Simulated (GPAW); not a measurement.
**Se: single point with LDA**

Crystal: Se.

```
Se
1.0
     1.39427   -4.03900    0.00000
     1.39427    4.03900    0.00000
     0.00000    0.00000    4.61343
Se
2
Direct
  0.06434 0.93566 0.25000
  0.93566 0.06434 0.75000
```

This isn't the form of Se at room conditions, which is trigonal, of chains.

```
Program             : GPAW 26.7.0
Task                : single point
Functional          : LDA
Potentials or basis : the program's PAW data sets (release 1.2.1) made for this functional
Cutoff              : 600 eV
Basis               : pw
k mesh              : 10 × 10 × 6
Occupations         : gaussian, width 0.05 eV
Spin                : no spin polarisation
Maxiter             : 150
```

* Pressure: -2.7 GPa
* Largest force: 0.140 eV/Å
* Band gap on the k mesh: none (metal or under the smearing width)

Forces on the atoms (eV/Å):
```
Se   0.000  0.140  0.000
Se   0.000 -0.140  0.000
```

Stress tensor (GPa, compression positive):
```
-4.09  0.00  0.00
 0.00 -1.96  0.00
 0.00  0.00 -1.96
```

Levels at points of the mesh, in eV from the Fermi level:
| k point | band 3 | band 4 | band 5 | band 6 | band 7 | band 8 | band 9 | band 10 |
| --- | --- | --- | --- | --- | --- | --- | --- | --- |
| (0.00, 0.00, 0.00) | -6.67 | -2.43 | -2.25 | 1.90 | 2.24 | 4.24 | 5.15 | 6.63 |
| (0.00, 0.00, 0.50) | -3.82 | -3.82 | 0.07 | 0.07 | 2.93 | 2.93 | 4.67 | 4.67 |
| (0.50, 0.00, 0.00) | -6.72 | -4.77 | -3.68 | -1.28 | -0.44 | 3.09 | 4.84 | 5.56 |
| (0.50, 0.00, 0.50) | -5.49 | -5.49 | -2.64 | -2.64 | 2.20 | 2.20 | 5.13 | 5.13 |
| (0.50, 0.50, 0.00) | -6.35 | -4.41 | -2.19 | 0.53 | 1.71 | 4.34 | 8.37 | 10.52 |
| (0.50, 0.50, 0.50) | -5.39 | -5.39 | 0.81 | 0.81 | 2.82 | 2.82 | 7.84 | 7.84 |

Run time: 54 s on 1 thread of Arm Neoverse V2, with other jobs on the host, peak memory 0.25 GiB.

Caveat: the program warned that so skewed a cell can give wrong results.
